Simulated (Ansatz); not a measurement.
# Convergence of K

```
K
1.0
    -2.61800    2.61800    2.61800
     2.61800   -2.61800    2.61800
     2.61800    2.61800   -2.61800
K
1
Direct
  0.00000 0.00000 0.00000
```

Conventional cell: a = 5.236 Å, b = 5.236 Å, c = 5.236 Å, α = 90.00°, β = 90.00°, γ = 90.00°.

Structure: COD 9011006, as refined from experiment and not relaxed.

All numbers below come from DFT, PBE, PAW with Ansatz's default frozen-core files, scalar-relativistic in Ansatz 0.2.0.

The runs use a Γ-centred 10×10×10 k mesh, Fermi–Dirac smearing of 0.08 eV, cutoff 420 eV, no spin polarisation. One setting is then changed at a time.

P includes the program's estimate of the Pulay (finite-basis) term, listed apart; without it the pressure would be far more sensitive to the cutoff.

```
PAW cutoff (eV)  free energy less the base's (meV/atom)  P (GPa)  Pulay term in P (GPa)
     420 (base)                                     0.0     0.11                   0.00
            200                                     900        ?                      ?
            500                                     0.0     0.11                   0.00
```

Task: Give the missing entry: row "200", column "P (GPa)".

Result: 0.17.

Task: Fill in "Pulay term in P (GPa)" for the row "200".

Result: 9.88.
